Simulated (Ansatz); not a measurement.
Seebeck coefficient (μV/K, mean over directions) of p-type ZnTe (F-43m) against carrier density, HSE06 with spin-orbit coupling, rigid bands in Ansatz (a program for electronic structure). Computed gap 2.05 eV; densities at which minority carriers matter at this gap, or further valleys turn the trend, are left out. Conductivity mass 0.45 mₑ (harmonic mean over directions), N_v = 1.5e19 cm⁻³ at 300 K.

```json
[
 {"hole density": "1e16 cm⁻³", "300 K": "845", "500 K": "914"},
 {"hole density": "1e17 cm⁻³", "300 K": "646", "500 K": "(withheld)"},
 {"hole density": "1e18 cm⁻³", "300 K": "449", "500 K": "518"},
 {"hole density": "3e18 cm⁻³", "300 K": "355", "500 K": "(withheld)"},
 {"hole density": "1e19 cm⁻³", "300 K": "255", "500 K": "322"},
 {"hole density": "3e19 cm⁻³", "300 K": "(withheld)", "500 K": "232"},
 {"hole density": "1e20 cm⁻³", "300 K": "95", "500 K": "145"},
 {"hole density": "3e20 cm⁻³", "300 K": "52", "500 K": "84"},
 {"hole density": "1e21 cm⁻³", "300 K": "28", "500 K": "46"}
]
```

### Question
What belongs in the gaps?

### Answer

- 1e17 cm⁻³, 500 K: 716
- 3e18 cm⁻³, 500 K: 424
- 3e19 cm⁻³, 300 K: 171

Rigid bands with a gap fixed in temperature, one relaxation time for all states, no polarons or phonon drag, and whether or not such doping can be reached. Geometry: cell and atoms relaxed with PBEsol.
